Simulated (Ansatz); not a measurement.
From input file to script: AlP, space group F-43m in Ansatz 0.2.0.

```yaml
crystal:
  lattice:
    - [0.0, 2.7255, 2.7255]
    - [2.7255, 0.0, 2.7255]
    - [2.7255, 2.7255, 0.0]
  atoms:
    - { symbol: Al, position: [0.0, 0.0, 0.0] }
    - { symbol: P, position: [0.25, 0.25, 0.25] }
kpoints:
  mp_grid:
    kspacing: 0.44
scf:
  occupations:
    method: fixed
output:
  forces: true
```

`scf_alp.py`:
```python
'''Single point of AlP.'''

import json
import warnings

import ansatz as az
import pandas as pd
from pymatgen.core import Lattice, Structure
from pymatgen.core import Structure
from pymatgen.io.ase import AseAtomsAdaptor


def main() -> None:
    warnings.simplefilter('ignore', az.DeckWarning)

    pmg_structure = Structure(
        Lattice([(0.0, 2.7255, 2.7255), (2.7255, 0.0, 2.7255), (2.7255, 2.7255, 0.0)]),
        ['Al', 'P'],
        [
            (0.0, 0.0, 0.0),
            (0.25, 0.25, 0.25),
        ],
    )
    alp = az.Crystal.from_ase(AseAtomsAdaptor.get_atoms(pmg_structure))

    # the calculation
    base = (
        alp.calculation()
        .occupations(az.OccupationsMethod.FIXED)
        .kpoints(spacing=0.44)
        .forces()
    )
    session = base.session()
    planned = session.plan(threads=1)
    res = planned.execute()
    summary = res.report

    for key in ('converged', 'n_iterations', 'n_electrons', 'n_kpoints', 'n_pw', 'n_symmetry_ops', 'free_energy_ev', 'fermi_energy_ev'):
        print(f'{key:18s} {summary[key]}')

    final = Structure(res.lattice.cell_ang, [s.symbol for s in res.lattice.sites], [s.position_frac for s in res.lattice.sites])
    print(final)

    # forces in eV per angstrom
    table = pd.DataFrame(summary['forces_ev_ang'], columns=['fx', 'fy', 'fz'])
    table.insert(0, 'atom', [site['symbol'] for site in summary['lattice']['sites']])
    print(table.round(4).to_string())

    keep = ['free_energy_ev', 'energy_sigma0_ev', 'fermi_energy_ev', 'n_iterations', 'converged', 'magnetization_mub', 'n_kpoints']
    with open('alp.json', 'w') as handle:
        json.dump({key: summary[key] for key in keep}, handle, indent=1)


if __name__ == '__main__':
    main()
```

`python scf_alp.py` gives:
```text
converged          True
n_iterations       6
n_electrons        8.0
n_kpoints          10
n_pw               749
n_symmetry_ops     24
free_energy_ev     -1294.4058586954668
fermi_energy_ev    5.106080693790676
Full Formula (Al1 P1)
Reduced Formula: AlP
abc   :   3.854439   3.854439   3.854439
angles:  60.000000  60.000000  60.000000
pbc   :       True       True       True
Sites (2)
  #  SP       a     b     c
---  ----  ----  ----  ----
  0  Al    0     0     0
  1  P     0.25  0.25  0.25
  atom   fx   fy   fz
0   Al  0.0 -0.0 -0.0
1    P -0.0  0.0 -0.0
```

Notes:
- Absolute energies stand on the zero of these potentials, so only differences at equal settings mean something. A total without «per atom» is that of the cell as typed.
- The Fermi level of a run with fixed occupations marks the highest occupied state on its mesh, not mid-gap.
- An absolute Fermi energy rests on an arbitrary zero of the periodic potential and has no direct meaning.
- Of the deposited cell: the entry's cell lengths or inner coordinates differ somewhat from later room-temperature determinations.
- No functional is typed, so the default, PBE, holds.
- The structure is a deposited one; some such entries were measured under pressure or heat, so a shift against it needn't be the functional's error alone.
- It ran for 1.4 s on 1 thread of Arm Neoverse V2 (shared host), peak memory 0.41 GiB.

(Lines on the test bed's own set-up are left out of the output.)
